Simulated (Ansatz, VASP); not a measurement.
Si: programs and potentials compared

The starting cell:

```xyz
2
Lattice="0.0000 2.7219 2.7219 2.7219 0.0000 2.7219 2.7219 2.7219 0.0000" Properties=species:S:1:pos:R:3 pbc="T T T"
Si    2.7219    2.7219    2.7219
Si    4.0828    4.0828    4.0828
```

Alike in all runs: task relaxation of cell and atoms; functional revPBE; k mesh 8 × 8 × 8; occupations fermi-dirac, width 0.05 eV; no spin polarisation; no spin-orbit coupling.

```json
{"program and potentials": "Ansatz, Ansatz PAW", "plane-wave cutoff (eV)": "420", "notes": "potentials made for PBE, which Ansatz adapts in part", "equilibrium volume (Å³/atom)": "20.72"}
{"program and potentials": "VASP, PBE PAW files Si, 600 eV", "plane-wave cutoff (eV)": "600", "notes": "potentials made for PBE", "equilibrium volume (Å³/atom)": "20.68"}
{"program and potentials": "Ansatz, all-electron LAPW, scalar-relativistic", "plane-wave cutoff (eV)": "-", "notes": "-", "equilibrium volume (Å³/atom)": "20.72"}
```

The equilibrium volume spans 20.68 (VASP, PBE PAW files Si, 600 eV) to 20.72 Å³/atom (Ansatz, Ansatz PAW), with all-electron results at 20.72. Some sets were made for another functional than the one run, which can shift their rows. Relaxations stop with a little pressure left, so the last digit of a volume isn't settled.

Differences between rows come from potentials, basis sets and numerical settings, since the functional is the same but for its coding. Runs on potential files found faulty are left out.
